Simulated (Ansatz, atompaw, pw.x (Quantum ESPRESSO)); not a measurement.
## tungsten (W): one change to the PAW (atompaw) potential, in the atom and in the fcc crystal

tungsten (W), PAW, made with atompaw 4.2.0.5 (PBE, scalar-relativistic). Core [Xe] 4f14, reference 5d4 6s2 6p0. Waves: 6s (bound): rc 2.20 bohr; 6s channel at 1.2 Ry: rc 2.20 bohr; 6p (bound, empty): rc 2.80 bohr; 6p channel at 0.3 Ry: rc 2.80 bohr; 5d (bound): rc 2.80 bohr; 5d channel at 2.6 Ry: rc 2.80 bohr. Local part: bessel scheme, radius 2.75 bohr. Core correction: smooth core density matched at 1.90 bohr. Augmentation charge: sinc compensation charge, radius 2.35 bohr; PAW radius 2.80 bohr; waves and projectors: custom rrkj gramschmidtortho.

Change: wave 5d (bound): rc 2.80 bohr becomes 5d (bound): rc 1.74 bohr.

Cutoffs, loose and tight: the cutoffs (Ry, on a coarse ladder) from which the occupation-weighted sum of valence levels, in a spherical-Bessel basis at the reference potential, stays within 10 and 1 mRy of its value at 400 Ry. They see the waves, projectors and local potential, not the compensation charge or the core.

Crystal test: fcc W in pw.x 7.5, no spin, 14³ k-points, Fermi–Dirac smearing 0.01 Ry, cutoffs set for each file from its atomic test. The reference is all-electron LAPW (Ansatz 0.2.0) with the same functional, mesh and smearing; V0 and B0 come from Birch–Murnaghan fits to the pressures at five volumes. Errors are pseudo minus all-electron; Δ is the rms difference of the E(V) curves that follow from these fits, minima aligned, over ±6 % about the mean V0. Mesh and smearing are coarse, so the numbers serve the comparison and aren't converged zero-temperature values; the lattice is a test structure that the element need not adopt.

All-electron: a0 = 4.039 Å (V0 = 16.47 Å³/atom), B0 = 280.9 GPa.

**Question.** Does the change bring the crystal closer to the all-electron result?

**Answer.** The mean pressure error goes from +10.70 to +6.27 GPa, so the change moves the solid closer to the all-electron pressures. The B0 error goes the other way, from -0.2 to +3.3 %.

| quantity | base | changed |
| --- | --- | --- |
| outcome (atom) | generated | generated |
| cutoff, loose (atom) | 12 Ry | 30 Ry |
| cutoff, tight (atom) | 18 Ry | 50 Ry |
| bound ghosts (atom) | none | none |
| cutoffs in pw.x (Ry) | 40/400 | 60/600 |
| a0 (Å) | 4.087 | 4.067 |
| a0 error (%) | +1.18 | +0.68 |
| B0 error (%) | -0.2 | +3.3 |
| Δ (meV/atom) | 36.3 | 21.5 |
| mean pressure error (GPa) | +10.70 | +6.27 |

Base: This is a poor potential for the solid. The logarithmic derivative shows an extra or strongly shifted pseudo pole above the reference energy (p near 1.20 Ry). Changed file: This is a poor potential for the solid. The logarithmic derivative shows an extra or strongly shifted pseudo pole above the reference energy (p near 1.20 Ry). The atomic cutoffs weigh occupied waves only.
